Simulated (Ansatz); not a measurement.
Cr:

```xyz
2
Lattice="2.7140 0.0000 0.0000 -1.3570 2.3504 0.0000 0.0000 0.0000 4.4100" Properties=species:S:1:pos:R:3 pbc="T T T"
Cr    1.3570    0.7835    3.3075
Cr    0.0000    1.5669    1.1025
```

This isn't the form of Cr at room conditions, which is bcc.

Base run:

```yaml
Program: Ansatz 0.2.0
Functional: PBEsol
Potentials_or_basis: all-electron LAPW, scalar-relativistic
Cutoff: 255 eV (chosen from the basis error)
Basis_error_allowed: 0.001 eV/atom
k_mesh: 11 × 11 × 6
Occupations: fermi-dirac, width 0.05 eV
Spin: collinear spin, ferromagnetic start
Starting_moments: "[3.0, 3.0] μB"
```

Its results: band gap on the k mesh none (metal or under the smearing width); pressure -32.1 GPa; net moment 1.65 μB per cell; site moments Cr +0.79 μB.

The run is repeated on the same cell with these changes: hubbard terms from none to Cr d U = 2 eV. What comes out?

Band gap on the k mesh none (metal or under the smearing width); pressure 18.5 GPa; net moment 0.00 μB per cell; site moments Cr -3.64, +3.64 μB.

Caveats: a pressure of tens of GPa on the cell as given is suspect, and the run, the potentials or the cell itself is likely at fault (some runs); the magnetic state may not be the lowest (some runs); U is the effective U less J, on atomic orbitals that reach past the spheres (some runs); the U is typed as a test and isn't derived for this compound (some runs); the starting moments weren't kept (some runs).
